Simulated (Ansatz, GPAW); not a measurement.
Given: the input of a run of Ansatz 0.2.0 on Si3N4. Measurements of this composition are mostly on another form, of space group No. 176.

The input input.yaml:

```yaml
crystal:
  lattice:
    - [4.13078, 0.0, 0.0]
    - [0.0, 4.13078, 0.0]
    - [0.0, 0.0, 4.13078]
  atoms:
    - { symbol: Si, position: [0.0, 0.0, 0.5] }
    - { symbol: Si, position: [0.5, 0.0, 0.0] }
    - { symbol: Si, position: [0.0, 0.5, 0.0] }
    - { symbol: "N", position: [0.23952, 0.23952, 0.76048] }
    - { symbol: "N", position: [0.76048, 0.76048, 0.76048] }
    - { symbol: "N", position: [0.23952, 0.76048, 0.23952] }
    - { symbol: "N", position: [0.76048, 0.23952, 0.23952] }
kpoints:
  mp_grid: { grid: [7, 7, 7] }
scf:
  occupations: { method: fermi_dirac, width: 0.05 }
hamiltonian:
  xc: pbe
  pseudopotentials: { kind: all_electron, lapw: { basis_error: 0.001 } }
output:
  forces: true
  stress: true
  eigenvalues: true
  populations: true
```

Potentials or basis: all-electron LAPW, scalar-relativistic.

The run is started by

```sh
$ ansatz run input.yaml --threads 4 --pin off --max-ram 12288MiB --backend cpu --events-out ev --progress --plain --runs-dir out
```

Problem. Set up the same calculation for GPAW 26.7.0 (ASE script). Potentials or basis there: GPAW PAW data sets (gpaw-data 1.2.1), cutoff 800 eV.

Solution. As run (cutoffs and basis follow the program's own potentials, and thresholds, step limits or extra output files can differ):

run.py

```python
from ase import Atoms
from ase.dft.bandgap import bandgap
from ase.io import write
from ase.units import Bohr, GPa
from gpaw import GPAW, PW
from gpaw.elf import elf_from_dft_calculation

atoms = Atoms(['Si', 'Si', 'Si', 'N', 'N', 'N', 'N'],
              cell=[[4.13078, 0.0, 0.0],
                    [0.0, 4.13078, 0.0],
                    [0.0, 0.0, 4.13078]],
              scaled_positions=[[0.0, 0.0, 0.5],
                                [0.5, 0.0, 0.0],
                                [0.0, 0.5, 0.0],
                                [0.23952, 0.23952, 0.76048],
                                [0.76048, 0.76048, 0.76048],
                                [0.23952, 0.76048, 0.23952],
                                [0.76048, 0.23952, 0.23952]],
              pbc=True)

calc = GPAW(mode=PW(800),
            xc='PBE',
            kpts={'size': (7, 7, 7), 'gamma': True},
            occupations={'name': 'fermi-dirac', 'width': 0.05},
            nbands=31,
            convergence={'density': 1e-05, 'energy': 1e-05},
            maxiter=150,
            txt='gpaw.txt')
atoms.calc = calc
energy = atoms.get_potential_energy()
forces = atoms.get_forces()
stress = atoms.get_stress()
calc.write('gs.gpw')
write('result.traj', atoms)
print(f'Energy: {energy:.6f} eV')
print('Forces (eV/A):')
print(forces.round(4))
print('Stress (GPa):', (stress / GPa).round(3))
print('Fermi level:', round(calc.get_fermi_level(), 4), 'eV')
print(f'Gap: {bandgap(calc)[0]:.4f} eV, direct: {bandgap(calc, direct=True)[0]:.4f} eV')

# fields on the real-space grid
write('density.cube', atoms, data=calc.get_pseudo_density() * Bohr**3)
write('potential.cube', atoms, data=calc.get_electrostatic_potential())
write('elf.cube', atoms, data=elf_from_dft_calculation(calc).data)
```

Potentials or basis: GPAW PAW data sets (gpaw-data 1.2.1), pw.

Run with:

```console
$ OMP_NUM_THREADS=1 python run.py
```

Both were run:

|  | Ansatz | GPAW |
| --- | --- | --- |
| Pressure | 0.0 GPa | 1.7 GPa |

Where Ansatz's input types no cutoff or centring, it takes its own default and a Γ-centred mesh.

Pressure is positive in compression.
